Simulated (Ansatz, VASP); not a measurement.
# HfN (HfN strained to the junction's net) in two plane-wave programs

One calculation is typed for both programs; each brings its own data sets. How far apart do they land? The cell is generated by rule, not measured, and may not be a known phase. The structure shown is the end of the Ansatz relaxation below.

Program: Ansatz 0.2.0. Level of theory: plane waves, with VASP 6.6.1 beside it; single point at PBE. Results are calculated unless marked as measured.

### 1. The starting structure

The structure is tetragonal, space group I4/mmm (No. 139). Conventional cell: a = 3.203 Å, b = 3.203 Å, c = 4.554 Å, α = 90.00°, β = 90.00°, γ = 90.00°. N has 6 Hf at 2.26 to 2.28 Å nearest. Nearest to Hf lie 6 N at 2.26 to 2.28 Å. Farther neighbours and most contacts between anions are not listed.

### 2. Ansatz: relaxation, PBE

Ansatz runs on its default PAW (the set named soft_2) files.

This run makes the geometry at which the two programs are then compared.

File input.yaml:

```yaml
crystal:
  lattice:
    - [3.203, 0.0, 0.0]
    - [0.0, 3.203, 0.0]
    - [0.0, 0.0, 4.5301917718]
  atoms:
    - { symbol: "N", position: [0.0, 0.0, 0.0] }
    - { symbol: Hf, position: [0.5, 0.5, 0.0] }
    - { symbol: "N", position: [0.5, 0.5, 0.5] }
    - { symbol: Hf, position: [0.0, 0.0, 0.5] }
kpoints:
  mp_grid: { grid: [10, 10, 7] }
scf:
  occupations: { method: fermi_dirac, width: 0.1 }
  max_iter: 150
hamiltonian:
  xc: pbe
relax:
  f_tol: 0.01
  max_steps: 40
  cell: { fix: [a, b, angles] }
```

The run is started by

```bash
$ ansatz run input.yaml --threads 8 --pin off --max-ram 24576MiB --backend cpu --events-out ev --progress --plain --runs-dir out
```

Numbers of over 12 decimals in the logs are rounded to 6 here.

Log:

```text
Engine: ansatz 0.2.0, aarch64-unknown-linux-gnu
Pseudopotentials: kind: paw
Pseudopotential: N, paw, valence charge 5, recommended cutoff 420 eV (normal), N.paw.azcp
Pseudopotential: Hf, paw, valence charge 26, recommended cutoff 420 eV (normal), Hf.paw.azcp
Functional definition: PBE
  parameter kappa = 0.804
  parameter beta = 0.066725
  exchange = pbe_x(kappa = kappa, mu = beta*pi^2/3)
  correlation = pbe_c(beta = beta)
Crystal: 4 atoms, lattice volume = 46.476 Å³
Basis set: ecut = 420 eV, 919 PW (Γ), exchange–correlation on 48×48×64 points (8 copies of the dense FFT grid, shifted against one another)
Bands: 38, of which v1, the nominal top of the filled ones, is band 31 counted from 1 (30 counted from 0)
Symmetry: 32 space group operations
Space group: I4/mmm (ITA 139), of the structure as read, at distance tolerance 3.6e-5 Å
k-points: 84 of 700
Non-local potential: N, projectors of the file, l = 0: 2, l = 1: 2, l = 2: 1
Non-local potential: Hf, projectors of the file, l = 0: 3, l = 1: 2, l = 2: 2, l = 3: 3
PAW form: soft (Blöchl's): semilocal exchange-correlation on the pseudo side does not see the compensation charge
PAW one-centre angular grid: N, 110 points (default); XC on 64 Gauss nodes
PAW one-centre angular grid: Hf, 590 points (default); XC on 64 Gauss nodes
Initial density: superposition of atomic densities (neutral atoms: chi_scale 0, normalization atom), corrected by the library's trained network
Initial wavefunctions: pseudopotential atomic-orbital guess
Functional: x = pbe(κ = 0.804, μ = 0.219515), c = pbe(β = 0.066725)
SCF iter   1: F=—  HF=-32217.394818 eV  |F-HF|=—  |Δ(HF+E_count)|=         —  Δρ=5.41e-3  dr2=1.66e-2  ethr=1.77e-3  ⟨swp⟩=4.7  Hψ=9952  notcnv=0  defer=4
preconditioner: auto → Kerker (q_TF=auto, 2.863 Å⁻¹)  [metal: Δε(μ)=0.028 eV  Ē_g=18.276 eV  σ=0.100 eV  W_gap=0.07  n_scr=20 (ndim 8)  ℏωp=41.5 eV  f_vac=0.000  D(μ)=1.32/eV (n_scr^D=6)]
SCF iter   2: F=—  HF=-32217.390891 eV  |F-HF|=—  |Δ(HF+E_count)|=   3.93e-3  Δρ=1.33e-3  dr2=8.11e-4  ethr=2.67e-5  ⟨swp⟩=2.0  Hψ=5162  notcnv=0  defer=11
SCF iter   3: F=—  HF=-32217.390631 eV  |F-HF|=—  |Δ(HF+E_count)|=   2.59e-4  Δρ=7.30e-4  dr2=1.58e-4  ethr=1.31e-6  ⟨swp⟩=2.8  Hψ=5408  notcnv=0  defer=11
SCF iter   4: F=—  HF=-32217.390616 eV  |F-HF|=—  |Δ(HF+E_count)|=   1.51e-5  Δρ=2.92e-4  dr2=1.84e-5  ethr=2.55e-7  ⟨swp⟩=2.0  Hψ=5762  notcnv=0  defer=11
SCF iter   5: F=—  HF=-32217.390502 eV  |F-HF|=—  |Δ(HF+E_count)|=   1.15e-4  Δρ=6.65e-5  dr2=8.51e-7  ethr=2.97e-8  ⟨swp⟩=2.8  Hψ=6018  notcnv=0  defer=11
SCF iter   6: F=—  HF=-32217.390501 eV  |F-HF|=—  |Δ(HF+E_count)|=   3.48e-7  Δρ=1.34e-5  dr2=5.64e-8  ethr=1.61e-10  ⟨swp⟩=5.5  Hψ=13794  notcnv=0
SCF iter   7: F=-32217.390501 eV  HF=-32217.390501 eV  |F-HF|=5.03e-9  |Δ(HF+E_count)|=   1.21e-8  Δρ=3.29e-6  dr2=3.80e-9  ethr=9.09e-11  ⟨swp⟩=4.4  Hψ=11610  notcnv=0
SCF 1 converged in 7 iterations: F = -32217.390501 eV  dr2 = 3.80e-9
  greatest PAW one-centre occupation: 0.998 electrons in one spin orbital (limit 2), on the Hf atom at site 3 (counted from 0), in its partial waves of l = 0
relax step   1: F+E_penalty+E_count = -32217.39050119 eV  Δ(F+E_penalty+E_count) = +0.000e0 eV  max|allowed force component| = 2.248e-29 eV/Å  Δτ_max = 0.0000 Å  P = +3.262 GPa  Ω = 46.476 Å³  fix = [a, b, alpha, beta, gamma]  reactions: a +3.329, b +3.329 GPa  (7 SCF iters, dr2 threshold 1.00e-7 eV, accepted)
[...]
relax step   2: F+E_penalty+E_count = -32217.39194057 eV  Δ(F+E_penalty+E_count) = -1.439e-3 eV  max|allowed force component| = 1.037e-28 eV/Å  Δτ_max = 0.0000 Å  P = +1.615 GPa  Ω = 46.757 Å³  energy of the carried Pulay correction = -8.562e-4 eV  fix = [a, b, alpha, beta, gamma]  reactions: a +2.654, b +2.654 GPa  (6 SCF iters, dr2 threshold 4.00e-7 eV, accepted)
[...]
relax step   3: F+E_penalty+E_count = -32217.39210460 eV  Δ(F+E_penalty+E_count) = -1.640e-4 eV  max|allowed force component| = 6.469e-29 eV/Å  Δτ_max = 0.0000 Å  P = +1.822 GPa  Ω = 46.721 Å³  energy of the carried Pulay correction = -7.463e-4 eV  fix = [a, b, alpha, beta, gamma]  reactions: a +2.741, b +2.741 GPa  (4 SCF iters, dr2 threshold 4.00e-7 eV, accepted)
[...]
relax step   4: F+E_penalty+E_count = -32217.39289947 eV  Δ(F+E_penalty+E_count) = -7.949e-4 eV  max|allowed force component| = 6.981e-29 eV/Å  Δτ_max = 0.0000 Å  P = +1.841 GPa  Ω = 46.721 Å³  fix = [a, b, alpha, beta, gamma]  reactions: a +2.754, b +2.754 GPa  stress off target by 1.34e-2 GPa on what of the cell is left free  SCF on the basis re-selected at this cell (its energy is not comparable with the rows above)  (6 SCF iters)
basis re-selected at this cell: Δ(F+E_penalty+E_count) = -7.949e-4 eV, ΔP = +0.019 GPa vs the last step (what re-selecting the basis moved, of the pressure what is left beyond the Pulay correction that the steps carried, after the strain that the cell walked since its last selection, with what the two solves' SCF thresholds leave and, on support functions, any second-order correction that the steps lacked; it is no m [...]
SCF converged after 6 iterations
Free energy (F): -32217.392899 eV
Harris-Foulkes:  -32217.392899 eV  (|F-HF|=7.28e-12)
Internal energy: -32217.350097 eV  (E = F + TS)
E sigma→0 (E₀):  -32217.371498 eV
Entropy (-TS):   -0.042802 eV (-10.701 meV/atom)
Fermi energy:    23.631477 eV
--- Per-component energies (eV) ---
  E_band       = 343.808181
  E_kinetic    = 1112.592960
  E_local      = -9513.751124  (includes V_loc(G=0)·N_el)
  E_nonlocal   = -2397.094873
  E_hartree    = 4510.905984
  E_xc         = -723.047549
  E_vxc        = -689.381054  (∫ρ·V_xc dr)
  E_paw        = -14109.131318  (= ΣΔE_a)
  E_vpaw       = 2809.630230  (= ΣTr[D̂ρ^β])
  E_aug_tail   = 0.000193  (compensation charges beyond the density's cutoff)
  E_ewald      = -11097.824370
  E_smearing   = -0.042802  (= −TS)
  E_closure    = -0.000000  (closes the sum)
  Σ components = -32217.392899   (vs F -32217.392899, Δ=0.00e0)
--- Forces (eV/Å), atoms counted from 1 ---
  atom   1  N      0.00000000     0.00000000     0.00000000
  atom   2  Hf     0.00000000    -0.00000000     0.00000000
  atom   3  N      0.00000000    -0.00000000     0.00000000
  atom   4  Hf     0.00000000     0.00000000    -0.00000000
  max |Σ_I F_I| component: 3.31e-29 eV/Å
--- Stress (GPa, compression-positive) ---
        2.754301       0.000000       0.000000
        0.000000       2.754301       0.000000
        0.000000       0.000000       0.013386
  P = ⅓ Tr σ = 1.8407 GPa (18.407 kbar)
--- Relaxed structure (3 steps of the walk, 3 accepted, 1 SCFs on fresh bases) ---
  F+E_penalty+E_count = -32217.39289947 eV   max|allowed force component| = 6.981e-29 eV/Å   (the final SCF, on the basis selected at the relaxed cell)
  cell:  # Å, volume = 46.7210 Å³
    - [3.203, 0, 0.0]
    - [0, 3.203, 0.0]
    - [0.0, 0.0, 4.554052]
  atoms:
    - { symbol: N, position: [0, 0, 0.0] }
    - { symbol: Hf, position: [0.500000, 0.500000, 0.0] }
    - { symbol: N, position: [0.500000, 0.500000, 0.5] }
    - { symbol: Hf, position: [0, 0, 0.5] }
```

### 3. VASP: single point, PBE

The same cell, functional, mesh and smearing now go to VASP, with its own data sets.

Lines of VASP's logs that name or quote its potential files are left out, and so is its time.

File INCAR:

```
SYSTEM = HfN
PREC = Accurate
ENCUT = 600
EDIFF = 1E-06
NELM = 120
ISMEAR = -1
SIGMA = 0.1
LREAL = .FALSE.
ALGO = Normal
GGA = PE
NBANDS = 21
LASPH = .TRUE.
LORBIT = 11
LWAVE = .FALSE.
LCHARG = .FALSE.
ISIF = 2
GGA_COMPAT = .FALSE.
```

File POSCAR:

```
HfN
1.0
    3.2030000000      0.0000000000      0.0000000000
    0.0000000000      3.2030000000      0.0000000000
    0.0000000000      0.0000000000      4.5540520908
N Hf
2 2
Direct
    0.0000000000      0.0000000000      0.0000000000
    0.5000000000      0.5000000000      0.5000000000
    0.5000000000      0.5000000000      0.0000000000
    0.0000000000      0.0000000000      0.5000000000
```

File KPOINTS:

```
Automatic mesh
0
Gamma
10 10 7
0 0 0
```

PAW data sets: N and Hf_pv (PBE family, release 64).

The run is started by

```bash
$ mpirun -np 1 vasp_std
```

Log:

```text
[banner, memory and clock lines left out]
running    1 mpi-ranks, on    1 nodes
 distrk:  each k-point on    1 cores,    1 groups
 distr:  one band on    1 cores,    1 groups

 POSCAR found type information on POSCAR N Hf
 POSCAR found :  2 types and       4 ions
 LDA part: xc-table for (Slater+PW92), standard interpolation
 POSCAR, INCAR and KPOINTS ok, starting setup
 FFT: planning ... GRIDC
 FFT: planning ... GRID_SOFT
 FFT: planning ... GRID
 WAVECAR not read
 entering main loop
       N       E                     dE             d eps       ncg     rms          rms(c)
DAV:   1     0.125454268087E+03    0.12545E+03   -0.18377E+04  3528   0.159E+03
DAV:   2    -0.427694808991E+02   -0.16822E+03   -0.16049E+03  4532   0.363E+02
DAV:   3    -0.494600658087E+02   -0.66906E+01   -0.65858E+01  4590   0.573E+01
DAV:   4    -0.495437512562E+02   -0.83685E-01   -0.82452E-01  4505   0.656E+00
DAV:   5    -0.495453094376E+02   -0.15582E-02   -0.15556E-02  4450   0.649E-01    0.675E+01
DAV:   6    -0.436918567594E+02    0.58535E+01   -0.32760E+01  4092   0.305E+01    0.549E+01
DAV:   7    -0.435700050724E+02    0.12185E+00   -0.19979E+00  4201   0.901E+00    0.313E+01
DAV:   8    -0.435530459605E+02    0.16959E-01   -0.14036E-01  4239   0.307E+00    0.768E+00
DAV:   9    -0.435378348759E+02    0.15211E-01   -0.76383E-02  4277   0.163E+00    0.314E+00
DAV:  10    -0.435366999395E+02    0.11349E-02   -0.50324E-03  4337   0.481E-01    0.318E-01
DAV:  11    -0.435367214965E+02   -0.21557E-04   -0.32290E-04  4325   0.132E-01    0.238E-02
DAV:  12    -0.435367178052E+02    0.36913E-05   -0.14024E-05  4286   0.293E-02    0.866E-03
DAV:  13    -0.435367179204E+02   -0.11517E-06   -0.10874E-06  3113   0.784E-03
   1 F= -.43536718E+02 E0= -.43515332E+02  d E =-.427725E-01
```

OUTCAR, selected parts (step 3):

```text
ion  position               nearest neighbor table
   1  0.000  0.000  0.000-   3 2.26   3 2.26   3 2.26   3 2.26   4 2.28   4 2.28
   2  0.500  0.500  0.500-   4 2.26   4 2.26   4 2.26   4 2.26   3 2.28   3 2.28
   3  0.500  0.500  0.000-   1 2.26   1 2.26   1 2.26   1 2.26   2 2.28   2 2.28   4 3.21   4 3.21
                             4 3.21   4 3.21   4 3.21   4 3.21   4 3.21   4 3.21
   4  0.000  0.000  0.500-   2 2.26   2 2.26   2 2.26   2 2.26   1 2.28   1 2.28   3 3.21   3 3.21
                             3 3.21   3 3.21   3 3.21   3 3.21   3 3.21   3 3.21

  LATTYP: Found a simple tetragonal cell.
 ALAT       =     3.2030000000
 C/A-ratio  =     1.4218083331

 Subroutine GETGRP returns: Found 16 space group operations
 (whereof 16 operations were pure point group operations)

The static configuration has the point symmetry D_4h.

 Found     84 irreducible k-points:

   k-points           NKPTS =     84   k-points in BZ     NKDIM =     84   number of bands    NBANDS=     21

   dimension x,y,z NGX =    28 NGY =   28 NGZ =   36
   dimension x,y,z NGXF=    56 NGYF=   56 NGZF=   72

   ENCUT  =  600.0 eV  44.10 Ry    6.64 a.u.   6.40  6.40  9.10*2*pi/ulx,y,z

   NELECT =      30.0000    total number of electrons

 k-points in reciprocal lattice and weights: Automatic mesh
   0.00000000  0.00000000  0.00000000       0.001
   0.10000000  0.00000000  0.00000000       0.006
   0.20000000  0.00000000  0.00000000       0.006
   0.30000000  0.00000000  0.00000000       0.006
   0.40000000  0.00000000  0.00000000       0.006
   0.50000000  0.00000000  0.00000000       0.003
   0.10000000  0.10000000  0.00000000       0.006
   0.20000000  0.10000000  0.00000000       0.011
   0.30000000  0.10000000  0.00000000       0.011
[...]
0.50000000  0.40000000  0.42857143       0.011
   0.50000000  0.50000000  0.42857143       0.003

 average (electrostatic) potential at core
       1 -61.6834       2 -61.6834       3 -34.8717       4 -34.8717

 E-fermi :   8.3182

 k-point     1 :       0.0000    0.0000    0.0000
  band No.  band energies     occupation
    ...
     14       5.2589      2.00000
     15       5.2589      2.00000
     16       7.8895      1.97290
     17       7.9508      1.95055
     18       7.9508      1.95055
     19       9.9027      0.00000
     20      10.2050      0.00000
     21      10.2450      0.00000

 k-point     2 :       0.1000    0.0000    0.0000
  band No.  band energies     occupation
    ...
     14       5.0089      2.00000
     15       5.5295      2.00000
     16       8.0531      1.86815
     17       8.0610      1.85814
     18       8.3050      1.06615
     19      10.0702      0.00000
     20      10.7925      0.00000
     21      10.9290      0.00000

 k-point     3 :       0.2000    0.0000    0.0000
  band No.  band energies     occupation
    ...
     13       3.9413      2.00000
     14       4.4618      2.00000
     15       6.7197      2.00000
     16       8.3375      0.90411
     17       8.3874      0.66743
     18       9.2397      0.00020
     19      10.3764      0.00000
     20      12.1956      0.00000
     21      12.4927      0.00000

  Total        0.0877324      0.0877324     -0.7091145      0.0000000      0.0000000      0.0000000
  in kB        3.0085618      3.0085618    -24.3172860      0.0000000      0.0000000      0.0000000
  external PRESSURE =      -6.1000541 kB  Pullay stress =       0.0000000 kB

  energy-cutoff  :      600.00
  volume of cell :       46.72
      direct lattice vectors                 reciprocal lattice vectors
     3.203000000  0.000000000  0.000000000     0.312207306  0.000000000  0.000000000
     0.000000000  3.203000000  0.000000000     0.000000000  0.312207306  0.000000000
     0.000000000  0.000000000  4.554052091     0.000000000  0.000000000  0.219584664

 POSITION                                       TOTAL-FORCE (eV/Angst)
 -----------------------------------------------------------------------------------
      0.00000      0.00000      0.00000        -0.000000     -0.000000     -0.000000
      1.60150      1.60150      2.27703        -0.000000     -0.000000      0.000000
      1.60150      1.60150      0.00000         0.000000      0.000000     -0.000000
      0.00000      0.00000      2.27703        -0.000000     -0.000000     -0.000000
 -----------------------------------------------------------------------------------
    total drift:                                0.000000      0.000000      0.000000

  FREE ENERGIE OF THE ION-ELECTRON SYSTEM (eV)
  ---------------------------------------------------
  free  energy   TOTEN  =       -43.5367179204 eV

  energy  without entropy=      -43.4939453934  energy(sigma->0) =      -43.51533166

 total charge
# of ion       s       p       d       tot
------------------------------------------
    1        1.230   2.494   0.000   3.724
    2        1.230   2.494   0.000   3.724
    3        0.287   6.555   1.741   8.583
    4        0.287   6.555   1.741   8.583
--------------------------------------------------
tot          3.035  18.098   3.481  24.614

[... 3 further parts left out ...]
```

The run ends at a pressure of -0.61 GPa.

### 4. Differences

Known differences besides the potentials themselves: the data sets hold 62 valence electrons in Ansatz (on its default PAW (the set named soft_2) files) and 30 in VASP; the cutoff is 420 eV in Ansatz and 600 eV in VASP; Ansatz's pressure holds a Pulay correction, VASP's none. Total energies have different zeros and are not compared.

Both answers:

```
      quantity  Ansatz   VASP  difference
pressure (GPa)    1.84  -0.61       +2.45
```

### 5. What came out

```json
{
  "difference in pressure (single point, PBE)": "2.5 GPa"
}
```

**Reading.** The difference in pressure is 2.5 GPa (single point, PBE), beyond the 1 GPa picked in this series as the mark of a large difference. The data sets hold unlike numbers of valence electrons (62 in Ansatz and 30 in VASP), so part of the differences comes from the potentials. What causes the difference of the single point, PBE pair stays open here. How closely two codes agree says nothing of how well the functional describes the real material.

[Lines on the potential files, build, host, timing and source positions are cut from VASP's logs without a mark.]

[Logs are printed without paths, hosts, clocks, repeated set-up lines and the standing remarks that a program may print on its own settings, such as how far it seeks lower states.]

[Hosts, paths, dates, database ids (printed as entryN), source tags and the programs' standing remarks are cut or masked in the printed files.]
